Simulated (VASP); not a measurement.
Write the native input for VASP 6.6.1 that does the following.

- Task: single point
- Functional: r2SCAN
- Potentials or basis: VASP PAW PBE potentials, release 64 (Cd, S)
- Cutoff: 520 eV
- k mesh: 8 × 8 × 8
- Occupations: gaussian, width 0.05 eV
- Spin: no spin polarisation
- Dipole correction: no
- Further INCAR settings: ALGO = Normal; EDIFF = 1e-06; NBANDS = 16

CdS:

```
Cd S
1.0
     0.00000    2.91000    2.91000
     2.91000    0.00000    2.91000
     2.91000    2.91000    0.00000
Cd S
1 1
Direct
  0.00000 0.00000 0.00000
  0.75000 0.75000 0.75000
```

These files were run (other wordings do the same):

POSCAR

```
CdS
1.0
    0.0000000000      2.9100000000      2.9100000000
    2.9100000000      0.0000000000      2.9100000000
    2.9100000000      2.9100000000      0.0000000000
Cd S
1 1
Direct
    0.0000000000      0.0000000000      0.0000000000
    0.7500000000      0.7500000000      0.7500000000
```

INCAR.step1

```
SYSTEM = CdS
ALGO = Normal ; EDIFF = 1E-4
ENCUT = 520 ; GGA = PE
ISMEAR = 0 ; LASPH = .TRUE.
LCHARG = .FALSE. ; LREAL = .FALSE.
LWAVE = .TRUE. ; NBANDS = 16
NELM = 100 ; PREC = Accurate
SIGMA = 0.05
```

INCAR.step2

```
SYSTEM = CdS
ALGO = Normal ; EDIFF = 1E-6
ENCUT = 520 ; ISIF = 2
ISMEAR = 0 ; ISTART = 1
LASPH = .TRUE. ; LCHARG = .TRUE.
LELF = .TRUE. ; LMIXTAU = .TRUE.
LREAL = .FALSE. ; LVHAR = .TRUE.
LWAVE = .FALSE. ; METAGGA = R2SCAN
NBANDS = 16 ; NELM = 100
PREC = Accurate ; SIGMA = 0.05
```

KPOINTS

```
k-points
0
G
  8 8 8
  0 0 0
```

Potentials or basis: VASP PAW PBE potentials, release 64 (Cd, S).

Run with:

```bash
$ cat potpaw_PBE.64/Cd/POTCAR potpaw_PBE.64/S/POTCAR > POTCAR
$ cp INCAR.step1 INCAR
$ mpirun -np 1 vasp_std > vasp.out
$ cp INCAR.step2 INCAR
$ mpirun -np 1 vasp_std > vasp.out
```

Results of the run:

```json
{"Pressure": "2.3 GPa", "Band gap on the k mesh": "1.61 eV, direct"}
```

Caveat: the PAW data sets were made with another functional, which shifts forces and pressure a little.

Run time: 54 s on 1 thread of AMD EPYC 9R45 96-Core Processor (Zen 5), on a shared host, peak memory 0.16 GiB.
